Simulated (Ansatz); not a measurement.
# Ag: how the settings move a single-point run

Aim: see which settings change the result for Ag, by how much, and at what cost.

Program: Ansatz 0.2.0. Level of theory: reference: DFT, PBEsol, PAW with Ansatz's default frozen-core files, scalar-relativistic. These are calculated values, not measurements.

2 further runs of the same task are left out: 2 that didn't finish.

## Step 1: The starting structure

The structure is monoclinic, space group C2/m (No. 12). The conventional cell has a = 5.062 Å, b = 2.922 Å, c = 4.702 Å, α = 90.00°, β = 90.00°, γ = 90.00°. Ag (site symmetry m) has 1 Ag at 2.20 Å as nearest neighbours.

As a file:

```cif
data_structure
_symmetry_space_group_name_H-M 'P 1'
_symmetry_Int_Tables_number 1
_cell_length_a 2.9223
_cell_length_b 2.9223
_cell_length_c 4.7017
_cell_angle_alpha 90.000
_cell_angle_beta 90.000
_cell_angle_gamma 120.000
_cell_volume 34.77
loop_
_atom_site_label
_atom_site_type_symbol
_atom_site_fract_x
_atom_site_fract_y
_atom_site_fract_z
_atom_site_occupancy
Ag1 Ag 0.25333 0.62667 0.19000 1
Ag2 Ag 0.74667 0.37333 0.81000 1
```

## Step 2: Reference

input.yaml reads:

```yaml
crystal:
  lattice:
    - [2.9222991408, 0.0, 0.0]
    - [-1.4611495704, 2.5307852934, 0.0]
    - [0.0, 0.0, 4.70166181]
  atoms:
    - { symbol: Ag, position: [0.2533333333, 0.6266666667, 0.19] }
    - { symbol: Ag, position: [0.7466666667, 0.3733333333, 0.81] }
kpoints:
  mp_grid: { grid: [12, 12, 7] }
scf:
  occupations: { method: fermi_dirac, width: 0.05 }
hamiltonian:
  xc: pbesol
  pseudopotentials: { kind: paw }
output:
  forces: true
  stress: true
  eigenvalues: true
  efg: { contact_densities: true }
  populations: true
```

Command:

```sh
$ ansatz run input.yaml --threads 1 --pin off --max-ram 2048MiB --backend cpu --events-out ev --progress --plain --runs-dir out
```

## Step 3: Variant: mp_grid.shift [0.5, 0.5, 0.5], xc rpbe, xc_grid 1

Edit input.yaml of step 2 so:

```diff
@@ -9,3 +9,3 @@
 kpoints:
-  mp_grid: { grid: [12, 12, 7] }
+  mp_grid: { grid: [12, 12, 7], shift: [0.5, 0.5, 0.5] }
 scf:
@@ -13,3 +13,3 @@
 hamiltonian:
-  xc: pbesol
+  xc: rpbe
   pseudopotentials: { kind: paw }
@@ -21 +21,7 @@
   populations: true
+  write_density: true
+  write_potential: true
+  elf: true
+  volumetric_format: npy
+basis:
+  xc_grid: 1
```

**Question.** What will these runs give? Wanted: for each run, ending; energy change; pressure; gap; force.

As calculated:

| run | ending | energy change | pressure (GPa) | gap (eV) | force (eV/Å) | cycles | time |
| --- | --- | --- | --- | --- | --- | --- | --- |
| reference | converged | - | 24.9 | 0.00 | 7.74 | 6 | 11 s |
| 1: mp_grid.shift [0.5, 0.5, 0.5], xc rpbe, xc_grid 1 | converged | not comparable | 36.2 | 0.00 | 8.41 | 6 | 21 s |

Times don't compare one to one where runs were asked for different outputs or read a saved state (see the inputs); cycles may leave out searches for a lower state.

Residual by cycle in the longest SCF loop of each run; runs are numbered as in the table. The quantity is the density residual dr2, in eV.

```
cycle  reference    run 1
    1     0.0302  0.00858
    2    0.00295  0.00103
    3     3.6e-4   2.1e-4
    4     1.6e-5   1.8e-5
    5     1.5e-6   1.7e-6
    6     7.8e-8   4.6e-8
```

**Reading.** Total energies don't compare across a change of functional; the pressure goes from 24.9 to 36.2 GPa and the largest force goes from 7.74 to 8.41 eV/Å. The k-point mesh and numerical grids changed too. The structure is not at rest: the sound run finds 25 GPa, so these are no properties of the relaxed crystal. 
